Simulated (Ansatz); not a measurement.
# Dielectric response of SiC (110) films, part 3 of 6

Wanted: ε of zincblende SiC (110) by finite fields on slabs, and the band edges against the vacuum where run.

Ansatz 0.2.0; plane-wave DFT, PBEsol, Ansatz PAW (the session's first sound run).

So far. Step 8 (Field on, atoms free, 10 atoms, field -0.05 V/Å): The dipole is -0.0298 e·Å. Step 9 (Response with the atoms relaxed, 10 atoms, units 5): The induced dipole is that of a conductor 8.01 Å thick.

## Step 10: Relaxation, 12 atoms, units 6

This step: plane-wave DFT, PBEsol, Ansatz PAW (Ansatz 0.2.0).

System of this step: SiC (110), 6 units. The cell holds 12 atoms: 6 Si and 6 C. Cell: a = 3.083 Å, b = 4.360 Å, c = 25.707 Å, α = 90.0°, β = 90.0°, γ = 90.0°. It derives from SiC (zincblende SiC). Vacuum lies along c.

The next thickness, treated alike, so that differences show the interior and the faces cancel.

File input.yaml:

```yaml
crystal:
  lattice:
    - [3.08298557, 0.0, 0.0]
    - [0.0, 4.36, 0.0]
    - [0.0, 0.0, 25.7074639149]
  atoms:
    - { symbol: Si, position: [0.5, 0.5, 0.3500928769] }
    - { symbol: C, position: [0.0, 0.75, 0.3500928769] }
    - { symbol: Si, position: [0.0, 0.0, 0.4100557261] }
    - { symbol: C, position: [0.5, 0.25, 0.4100557261] }
    - { symbol: Si, position: [0.5, 0.5, 0.4700185754] }
    - { symbol: C, position: [0.0, 0.75, 0.4700185754] }
    - { symbol: Si, position: [0.0, 0.0, 0.5299814246] }
    - { symbol: C, position: [0.5, 0.25, 0.5299814246] }
    - { symbol: Si, position: [0.5, 0.5, 0.5899442739] }
    - { symbol: C, position: [0.0, 0.75, 0.5899442739] }
    - { symbol: Si, position: [0.0, 0.0, 0.6499071231] }
    - { symbol: C, position: [0.5, 0.25, 0.6499071231] }
kpoints:
  mp_grid: { grid: [8, 6, 1] }
hamiltonian:
  xc: pbesol
scf:
  occupations: { method: fixed }
  convergence: { dr2_threshold: 1.0e-09 }
efield:
  axis: 3
  dipole_correction: true
  ramp_position: 0.97
  ramp_width: 0.06
relax:
  f_tol: 0.003
  max_steps: 100
output:
  write_potential: true
  write_density: true
  volumetric_format: npy
```

Run with:

```console
$ ansatz run input.yaml --threads 4 --pin off --max-ram 16384MiB --backend cpu --events-out ev --progress --plain --runs-dir out
```

Numbers of over 12 decimals in the logs are rounded to 6 here.

What it wrote:

```text
[...]
Crystal: 12 atoms, lattice volume = 345.555 Å³
Basis set: ecut = 420 eV, 6725 PW (Γ), exchange–correlation on 48×60×360 points (8 copies of the dense FFT grid, shifted against one another)
Bands: 36, of which v1, the nominal top of the filled ones, is band 24 counted from 1 (23 counted from 0)
Symmetry: 2 space group operations
[...]
- { symbol: Si, position: [-7.718676620901004e-19, -0.00491607, 0.529355] }
    - { symbol: C, position: [0.5, 0.245153, 0.530148] }
    - { symbol: Si, position: [0.5, 0.493074, 0.591953] }
    - { symbol: C, position: [-2.0393202835970445e-18, 0.737011, 0.590344] }
    - { symbol: Si, position: [6.636600079188196e-18, 0.042269, 0.639924] }
    - { symbol: C, position: [0.5, 0.237408, 0.649463] }
[key lines of the parts left out:]
SCF converged after 6 iterations
Free energy (F): -5207.000346 eV
Fermi energy:    -0.077332 eV
Dipole field:    D = -0.000016 V/Å  (p = -0.000030 e·Å, saw-weighted, corrected)
Work function:   Φ+ = 5.6116 eV   Φ− = 5.6112 eV
```

Wall time 39 s (4 threads of Arm Neoverse V1, shared host); peak memory 0.71 GiB; 2.6 min of CPU time.

The steps of the relaxation:

```csv
step,energy less that of the first step (eV),largest force component (eV/Å)
1,0.0000,2.8276
2,-0.9531,1.5535
3,-1.2616,0.4017
4,-1.3012,0.1896
5,-1.3039,0.0347
6,-1.3041,0.0047
7,-1.3041,0.0004
```

Forces are held to the 2 operations that the run works with; a distortion that breaks them can't arise in this run.

The atoms that moved most (Å):

```csv
atom,dx,dy,dz,length
Si11,0.000,0.184,-0.257,0.316
Si1,0.000,0.184,0.257,0.316
Si3,0.000,-0.030,-0.052,0.060
Si9,0.000,-0.030,0.052,0.060
C4,0.000,-0.057,-0.010,0.058
C10,0.000,-0.057,0.010,0.058
C2,0.000,-0.055,0.011,0.056
C12,0.000,-0.055,-0.011,0.056
```

The relaxation took 7 steps and lowered the energy by 1.3 eV; the largest force on the free atoms ends at 4.3e-4 eV/Å.

The gap is 0.42 eV, with the valence edge 5.61 eV and the conduction edge 5.19 eV under the upper vacuum level.

## Step 11: The relaxed film, single point, 12 atoms, units 6

The next thickness, treated alike, so that differences show the interior and the faces cancel.

File input.yaml:

```yaml
crystal:
  lattice:
    - [3.08298557, 0.0, 0.0]
    - [0.0, 4.36, 0.0]
    - [0.0, 0.0, 25.7074639149]
  atoms:
    - { symbol: Si, position: [0.5, 0.5422688108, 0.3600761133] }
    - { symbol: C, position: [0.0, 0.737408306, 0.3505366263] }
    - { symbol: Si, position: [0.0, -0.0069259942, 0.4080469936] }
    - { symbol: C, position: [0.5, 0.2370114346, 0.4096564399] }
    - { symbol: Si, position: [0.5, 0.4950839279, 0.4706450265] }
    - { symbol: C, position: [0.0, 0.7451534249, 0.4698522556] }
    - { symbol: Si, position: [0.0, -0.004916065, 0.5293549816] }
    - { symbol: C, position: [0.5, 0.2451534392, 0.5301477442] }
    - { symbol: Si, position: [0.5, 0.4930740593, 0.5919530106] }
    - { symbol: C, position: [0.0, 0.7370114637, 0.5903435584] }
    - { symbol: Si, position: [0.0, 0.0422688489, 0.6399238854] }
    - { symbol: C, position: [0.5, 0.2374083439, 0.6494633647] }
kpoints:
  mp_grid: { grid: [8, 6, 1] }
hamiltonian:
  xc: pbesol
scf:
  occupations: { method: fixed }
  convergence: { dr2_threshold: 1.0e-09 }
efield:
  axis: 3
  dipole_correction: true
  ramp_position: 0.97
  ramp_width: 0.06
output:
  eigenvalues: true
  write_potential: true
  write_density: true
  volumetric_format: npy
  elf: true
```

What it wrote:

```text
[...]
Crystal: 12 atoms, lattice volume = 345.555 Å³
Basis set: ecut = 420 eV, 6725 PW (Γ)
Bands: 36, of which v1, the nominal top of the filled ones, is band 24 counted from 1 (23 counted from 0)
Symmetry: 2 space group operations
k-points: 20 of 48 (time reversal used)
[...]
k-point 1: bands = [... 20 lower, -1.1708, -0.9283, -0.5884, -0.3921, 1.6006, 2.5177, 2.9217, 3.0601, ... 8 higher]
  k-point 2: bands = [... 20 lower, -1.6006, -1.5029, -0.5239, -0.4445, 2.1560, 2.4887, 3.0242, 3.4497, ... 8 higher]
  k-point 19: bands = [... 20 lower, -1.9362, -1.9362, -0.0773, -0.0773, 1.6991, 1.6991, 4.4120, 4.4120, ... 8 higher]
[key lines of the parts left out:]
SCF converged after 11 iterations
Free energy (F): -5207.000342 eV
Fermi energy:    -0.077343 eV
Dipole field:    D = 0.000000 V/Å  (p = 0.000000 e·Å, saw-weighted, corrected)
Work function:   Φ+ = 5.6113 eV   Φ− = 5.6114 eV
```

It took 9.8 s on 4 threads; peak memory 0.75 GiB; 38 s of CPU time.

The gap is 0.42 eV, with the valence edge 5.61 eV and the conduction edge 5.19 eV under the upper vacuum level.

## Step 12: Single point, 12 atoms, units 6, field 0.05 V/Å

Edit input.yaml of step 11 so:

```diff
@@ -24,3 +24,3 @@
   occupations: { method: fixed }
-  convergence: { dr2_threshold: 1.0e-09 }
+  convergence: { dr2_threshold: 1.0e-10 }
 efield:
@@ -30,4 +30,4 @@
   ramp_width: 0.06
+  amplitude: 0.05
 output:
-  eigenvalues: true
   write_potential: true
@@ -35,2 +35 @@
   volumetric_format: npy
-  elf: true
```

What it wrote:

```text
[...]
Crystal: 12 atoms, lattice volume = 345.555 Å³
Basis set: ecut = 420 eV, 6725 PW (Γ)
Bands: 36, of which v1, the nominal top of the filled ones, is band 24 counted from 1 (23 counted from 0)
Symmetry: 2 space group operations
k-points: 20 of 48 (time reversal used)
[...]
k-point 0: bands = [... 20 lower, -0.9938, -0.6864, -0.6422, -0.2865, 1.3541, 2.3369, 2.7994, 3.2027, ... 8 higher]
  k-point 1: bands = [... 20 lower, -1.1708, -0.9283, -0.5892, -0.3914, 1.6004, 2.5175, 2.9187, 3.0629, ... 8 higher]
  k-point 2: bands = [... 20 lower, -1.6003, -1.5029, -0.5261, -0.4425, 2.1553, 2.4887, 3.0242, 3.4498, ... 8 higher]
  k-point 19: bands = [... 20 lower, -1.9409, -1.9317, -0.0920, -0.0630, 1.6826, 1.7153, 4.4071, 4.4166, ... 8 higher]
[key lines of the parts left out:]
SCF converged after 14 iterations
Free energy (F): -5207.001199 eV
Fermi energy:    -0.062974 eV
Dipole field:    D = 0.017939 V/Å  (p = 0.034257 e·Å, saw-weighted, corrected)
```

Run time: 11 s. Hardware: 4 threads; peak memory 0.74 GiB; 43 s of CPU time.

The dipole is 0.0343 e·Å, and the gap on the mesh 0.395 eV.

## Step 13: Atoms held, 12 atoms, units 6, field -0.05 V/Å

Edit input.yaml of step 12 so:

```diff
@@ -30,3 +30,3 @@
   ramp_width: 0.06
-  amplitude: 0.05
+  amplitude: -0.05
 output:
```

What it wrote:

```text
[...]
Crystal: 12 atoms, lattice volume = 345.555 Å³
Basis set: ecut = 420 eV, 6725 PW (Γ)
Bands: 36, of which v1, the nominal top of the filled ones, is band 24 counted from 1 (23 counted from 0)
Symmetry: 2 space group operations
k-points: 20 of 48 (time reversal used)
[...]
k-point 0: bands = [... 20 lower, -0.9938, -0.6864, -0.6422, -0.2865, 1.3541, 2.3369, 2.7994, 3.2027, ... 8 higher]
  k-point 1: bands = [... 20 lower, -1.1708, -0.9283, -0.5892, -0.3914, 1.6004, 2.5175, 2.9187, 3.0629, ... 8 higher]
  k-point 2: bands = [... 20 lower, -1.6004, -1.5029, -0.5261, -0.4425, 2.1553, 2.4887, 3.0242, 3.4498, ... 8 higher]
  k-point 19: bands = [... 20 lower, -1.9409, -1.9317, -0.0920, -0.0630, 1.6826, 1.7153, 4.4071, 4.4166, ... 8 higher]
[key lines of the parts left out:]
SCF converged after 14 iterations
Free energy (F): -5207.001199 eV
Fermi energy:    -0.062973 eV
Dipole field:    D = -0.017939 V/Å  (p = -0.034257 e·Å, saw-weighted, corrected)
```

Wall time 11 s (4 threads); peak memory 0.74 GiB.

The dipole is -0.0343 e·Å, and the gap on the mesh 0.395 eV.

## Step 14: Response with the atoms held, 12 atoms, units 6

This step: plane-wave DFT, PBEsol, Ansatz PAW; response to a field along the normal, atoms held (Ansatz 0.2.0).

Local field over the applied field, running mean. From the potentials at -0.05 and 0.05 V/Å; running mean over 1.541 Å, taken twice. Table of local field over applied field by z:

```csv
z (Å),local field over applied field
4.5,0.999
5.0,0.997
5.5,0.991
6.0,0.976
6.5,0.936
7.0,0.851
7.5,0.703
8.0,0.509
8.5,0.311
9.0,0.162
9.5,0.0850
10.0,0.0652
10.5,0.0716
11.0,0.0795
11.5,0.0810
12.0,0.0779
12.5,0.0743
13.0,0.0733
13.5,0.0763
14.0,0.0800
14.5,0.0810
15.0,0.0753
15.5,0.0667
16.0,0.0710
16.5,0.122
17.0,0.240
17.5,0.424
18.0,0.627
18.5,0.797
19.0,0.908
19.5,0.963
20.0,0.987
20.5,0.995
21.0,0.998
21.5,1.000
```

The induced dipole is that of a conductor 9.22 Å thick.

## Step 15: Relaxing the film, 16 atoms, units 8

This step: plane-wave DFT, PBEsol, Ansatz PAW (Ansatz 0.2.0).

System of this step: SiC (110), 8 units. The cell holds 16 atoms: 8 Si and 8 C. Its edges and angles: a = 3.083 Å, b = 4.360 Å, c = 28.790 Å, α = 90.0°, β = 90.0°, γ = 90.0°. It derives from SiC (zincblende SiC). Vacuum lies along c.

The next thickness, treated alike, so that differences show the interior and the faces cancel.

File input.yaml:

```yaml
crystal:
  lattice:
    - [3.08298557, 0.0, 0.0]
    - [0.0, 4.36, 0.0]
    - [0.0, 0.0, 28.7904494809]
  atoms:
    - { symbol: Si, position: [0.5, 0.5, 0.3126036641] }
    - { symbol: C, position: [0.0, 0.75, 0.3126036641] }
    - { symbol: Si, position: [0.0, 0.0, 0.3661454744] }
    - { symbol: C, position: [0.5, 0.25, 0.3661454744] }
    - { symbol: Si, position: [0.5, 0.5, 0.4196872846] }
    - { symbol: C, position: [0.0, 0.75, 0.4196872846] }
    - { symbol: Si, position: [0.0, 0.0, 0.4732290949] }
    - { symbol: C, position: [0.5, 0.25, 0.4732290949] }
    - { symbol: Si, position: [0.5, 0.5, 0.5267709051] }
    - { symbol: C, position: [0.0, 0.75, 0.5267709051] }
    - { symbol: Si, position: [0.0, 0.0, 0.5803127154] }
    - { symbol: C, position: [0.5, 0.25, 0.5803127154] }
    - { symbol: Si, position: [0.5, 0.5, 0.6338545256] }
    - { symbol: C, position: [0.0, 0.75, 0.6338545256] }
    - { symbol: Si, position: [0.0, 0.0, 0.6873963359] }
    - { symbol: C, position: [0.5, 0.25, 0.6873963359] }
kpoints:
  mp_grid: { grid: [8, 6, 1] }
hamiltonian:
  xc: pbesol
scf:
  occupations: { method: fixed }
  convergence: { dr2_threshold: 1.0e-09 }
efield:
  axis: 3
  dipole_correction: true
  ramp_position: 0.97
  ramp_width: 0.06
relax:
  f_tol: 0.003
  max_steps: 100
output:
  write_potential: true
  write_density: true
  volumetric_format: npy
```

What it wrote:

```text
[...]
Crystal: 16 atoms, lattice volume = 386.996 Å³
Basis set: ecut = 420 eV, 7513 PW (Γ), exchange–correlation on 48×60×400 points (8 copies of the dense FFT grid, shifted against one another)
Bands: 48, of which v1, the nominal top of the filled ones, is band 32 counted from 1 (31 counted from 0)
Symmetry: 2 space group operations
[...]
- { symbol: Si, position: [0.5, 0.494914, 0.526891] }
    - { symbol: C, position: [0.0, 0.744779, 0.526781] }
    - { symbol: Si, position: [0.0, -0.002736, 0.579845] }
    - { symbol: C, position: [0.5, 0.247409, 0.580380] }
    - { symbol: Si, position: [0.5, 0.494408, 0.635577] }
    - { symbol: C, position: [0.0, 0.738548, 0.634200] }
    - { symbol: Si, position: [0.0, 0.043741, 0.678540] }
    - { symbol: C, position: [0.5, 0.238939, 0.687020] }
[key lines of the parts left out:]
SCF converged after 6 iterations
Free energy (F): -6944.397686 eV
Fermi energy:    1.022104 eV
Dipole field:    D = -0.000000 V/Å  (p = -0.000000 e·Å, saw-weighted, corrected)
Work function:   Φ+ = 5.5777 eV   Φ− = 5.5777 eV
```

Run time: 64 s. Hardware: 4 threads; peak memory 0.86 GiB; 4.2 min of CPU time.

Step by step:

```csv
step,energy less that of the first step (eV),largest force component (eV/Å)
1,0.0000,2.8462
2,-0.9576,1.5598
3,-1.2624,0.3945
4,-1.3027,0.1461
5,-1.3046,0.0650
6,-1.3050,0.0037
7,-1.3050,0.0005
```

Forces are held to the 2 operations that the run works with; a distortion that breaks them can't arise in this run.

The atoms that moved most (Å):

```csv
atom,dx,dy,dz,length
Si15,0.000,0.191,-0.255,0.318
Si1,0.000,0.191,0.255,0.318
Si3,0.000,-0.024,-0.050,0.055
Si13,0.000,-0.024,0.050,0.055
C4,0.000,-0.050,-0.010,0.051
C14,0.000,-0.050,0.010,0.051
C16,0.000,-0.048,-0.011,0.049
C2,0.000,-0.048,0.011,0.049
```

The relaxation took 7 steps and lowered the energy by 1.3 eV; the largest force on the free atoms ends at 5.4e-4 eV/Å.

The gap is 0.33 eV, with the valence edge 5.58 eV and the conduction edge 5.25 eV under the upper vacuum level.

## Step 16: The relaxed film, single point, 16 atoms, units 8

The next thickness, treated alike, so that differences show the interior and the faces cancel.

File input.yaml:

```yaml
crystal:
  lattice:
    - [3.08298557, 0.0, 0.0]
    - [0.0, 4.36, 0.0]
    - [0.0, 0.0, 28.7904494809]
  atoms:
    - { symbol: Si, position: [0.5, 0.5437406686, 0.3214604649] }
    - { symbol: C, position: [0.0, 0.7389386503, 0.3129796854] }
    - { symbol: Si, position: [0.0, -0.0055922604, 0.3644233607] }
    - { symbol: C, position: [0.5, 0.2385481395, 0.3657999055] }
    - { symbol: Si, position: [0.5, 0.4972640015, 0.4201545907] }
    - { symbol: C, position: [0.0, 0.7474085454, 0.4196200251] }
    - { symbol: Si, position: [0.0, -0.0050863265, 0.4731093515] }
    - { symbol: C, position: [0.5, 0.2447785686, 0.4732190962] }
    - { symbol: Si, position: [0.5, 0.4949136802, 0.5268906515] }
    - { symbol: C, position: [0.0, 0.7447785716, 0.5267809062] }
    - { symbol: Si, position: [0.0, -0.002735996, 0.579845412] }
    - { symbol: C, position: [0.5, 0.2474085485, 0.5803799749] }
    - { symbol: Si, position: [0.5, 0.4944077458, 0.6355766392] }
    - { symbol: C, position: [0.0, 0.7385481382, 0.6342000929] }
    - { symbol: Si, position: [0.0, 0.0437406697, 0.678539533] }
    - { symbol: C, position: [0.5, 0.2389386549, 0.6870203103] }
kpoints:
  mp_grid: { grid: [8, 6, 1] }
hamiltonian:
  xc: pbesol
scf:
  occupations: { method: fixed }
  convergence: { dr2_threshold: 1.0e-09 }
efield:
  axis: 3
  dipole_correction: true
  ramp_position: 0.97
  ramp_width: 0.06
output:
  eigenvalues: true
  write_potential: true
  write_density: true
  volumetric_format: npy
```

What it wrote:

```text
[...]
Crystal: 16 atoms, lattice volume = 386.996 Å³
Basis set: ecut = 420 eV, 7513 PW (Γ)
Bands: 48, of which v1, the nominal top of the filled ones, is band 32 counted from 1 (31 counted from 0)
Symmetry: 2 space group operations
k-points: 20 of 48 (time reversal used)
[...]
k-point 0: bands = [... 28 lower, 0.3056, 0.4757, 0.5556, 0.7441, 2.2677, 2.9729, 3.9766, 3.9787, ... 12 higher]
  k-point 1: bands = [... 28 lower, 0.0788, 0.1684, 0.5184, 0.7071, 2.5318, 3.2025, 3.9958, 3.9968, ... 12 higher]
  k-point 2: bands = [... 28 lower, -0.3997, -0.3960, 0.5693, 0.6017, 3.1758, 3.4780, 3.9484, 4.2405, ... 12 higher]
  k-point 19: bands = [... 28 lower, -0.7405, -0.7405, 1.0221, 1.0221, 2.7386, 2.7386, 5.4172, 5.4172, ... 12 higher]
[key lines of the parts left out:]
SCF converged after 10 iterations
Free energy (F): -6944.397764 eV
Fermi energy:    1.022104 eV
Dipole field:    D = -0.000004 V/Å  (p = -0.000008 e·Å, saw-weighted, corrected)
Work function:   Φ+ = 5.5778 eV   Φ− = 5.5777 eV
```

The job ended after 15 s (4 threads; peak memory 0.92 GiB).

The gap is 0.33 eV, with the valence edge 5.58 eV and the conduction edge 5.25 eV under the upper vacuum level.

## Step 17: Atoms held, 16 atoms, units 8, field 0.05 V/Å

Edit input.yaml of step 16 so:

```diff
@@ -28,3 +28,3 @@
   occupations: { method: fixed }
-  convergence: { dr2_threshold: 1.0e-09 }
+  convergence: { dr2_threshold: 1.0e-10 }
 efield:
@@ -34,4 +34,4 @@
   ramp_width: 0.06
+  amplitude: 0.05
 output:
-  eigenvalues: true
   write_potential: true
```

What it wrote:

```text
[...]
Crystal: 16 atoms, lattice volume = 386.996 Å³
Basis set: ecut = 420 eV, 7513 PW (Γ)
Bands: 48, of which v1, the nominal top of the filled ones, is band 32 counted from 1 (31 counted from 0)
Symmetry: 2 space group operations
k-points: 20 of 48 (time reversal used)
[...]
k-point 0: bands = [... 28 lower, 0.3052, 0.4763, 0.5531, 0.7465, 2.2672, 2.9730, 3.9651, 3.9838, ... 12 higher]
  k-point 1: bands = [... 28 lower, 0.0782, 0.1694, 0.5157, 0.7097, 2.5312, 3.2026, 3.9664, 4.0250, ... 12 higher]
  k-point 2: bands = [... 28 lower, -0.3996, -0.3952, 0.5557, 0.6151, 3.1739, 3.4788, 3.9475, 4.2417, ... 12 higher]
  k-point 19: bands = [... 28 lower, -0.7482, -0.7325, 0.9949, 1.0490, 2.7095, 2.7676, 5.4042, 5.4297, ... 12 higher]
[key lines of the parts left out:]
SCF converged after 14 iterations
Free energy (F): -6944.398858 eV
Fermi energy:    1.049026 eV
Dipole field:    D = 0.020448 V/Å  (p = 0.043732 e·Å, saw-weighted, corrected)
```

Elapsed: 18 s, on 4 threads; peak memory 0.91 GiB; 69 s of CPU time.

The dipole is 0.0437 e·Å, and the gap on the mesh 0.277 eV.

## Step 18: Atoms held, 16 atoms, units 8, field -0.05 V/Å

Edit input.yaml of step 17 so:

```diff
@@ -34,3 +34,3 @@
   ramp_width: 0.06
-  amplitude: 0.05
+  amplitude: -0.05
 output:
```

What it wrote:

```text
[...]
Crystal: 16 atoms, lattice volume = 386.996 Å³
Basis set: ecut = 420 eV, 7513 PW (Γ)
Bands: 48, of which v1, the nominal top of the filled ones, is band 32 counted from 1 (31 counted from 0)
Symmetry: 2 space group operations
k-points: 20 of 48 (time reversal used)
[...]
k-point 0: bands = [... 28 lower, 0.3052, 0.4763, 0.5531, 0.7465, 2.2672, 2.9730, 3.9651, 3.9838, ... 12 higher]
  k-point 1: bands = [... 28 lower, 0.0782, 0.1694, 0.5157, 0.7097, 2.5312, 3.2026, 3.9664, 4.0250, ... 12 higher]
  k-point 2: bands = [... 28 lower, -0.3996, -0.3952, 0.5557, 0.6151, 3.1739, 3.4788, 3.9475, 4.2417, ... 12 higher]
  k-point 19: bands = [... 28 lower, -0.7482, -0.7325, 0.9949, 1.0490, 2.7095, 2.7676, 5.4042, 5.4297, ... 12 higher]
[key lines of the parts left out:]
SCF converged after 14 iterations
Free energy (F): -6944.398858 eV
Fermi energy:    1.049026 eV
Dipole field:    D = -0.020448 V/Å  (p = -0.043732 e·Å, saw-weighted, corrected)
```

It took 18 s on 4 threads; peak memory 0.9 GiB.

The dipole is -0.0437 e·Å, and the gap on the mesh 0.277 eV.

## Step 19: Response with the atoms held, 16 atoms, units 8

This step: plane-wave DFT, PBEsol, Ansatz PAW; response to a field along the normal, atoms held (Ansatz 0.2.0).

Local field over the applied field, running mean. From the potentials at -0.05 and 0.05 V/Å; running mean over 1.541 Å, taken twice. The local field over applied field by z:

```csv
z (Å),local field over applied field
4.5,0.999
5.0,0.997
5.5,0.991
6.0,0.975
6.5,0.936
7.0,0.850
7.5,0.704
8.0,0.512
8.5,0.317
9.0,0.171
9.5,0.0958
10.0,0.0803
10.5,0.0907
11.0,0.102
11.5,0.107
12.0,0.107
12.5,0.106
13.0,0.109
13.5,0.114
14.0,0.117
14.5,0.118
15.0,0.116
15.5,0.112
16.0,0.107
16.5,0.106
17.0,0.107
17.5,0.106
18.0,0.0982
18.5,0.0852
19.0,0.0814
19.5,0.119
20.0,0.224
20.5,0.396
21.0,0.596
21.5,0.772
22.0,0.893
22.5,0.956
23.0,0.984
23.5,0.994
24.0,0.998
24.5,0.999
```

The induced dipole is that of a conductor 11.77 Å thick.

(Part 3 of 6 ends here.)

[Logs are printed without paths, hosts, clocks, repeated set-up lines and the standing remarks that a program may print on its own settings, such as how far it seeks lower states.]

[Hosts, paths, dates, database ids (printed as entryN), source tags and the programs' standing remarks are cut or masked in the printed files.]

[Maps of the electrostatic potential energy from Ansatz leave out the sawtooth potential of an applied field or a dipole correction, so their vacuum need not be flat; planar profiles and work functions include it.]
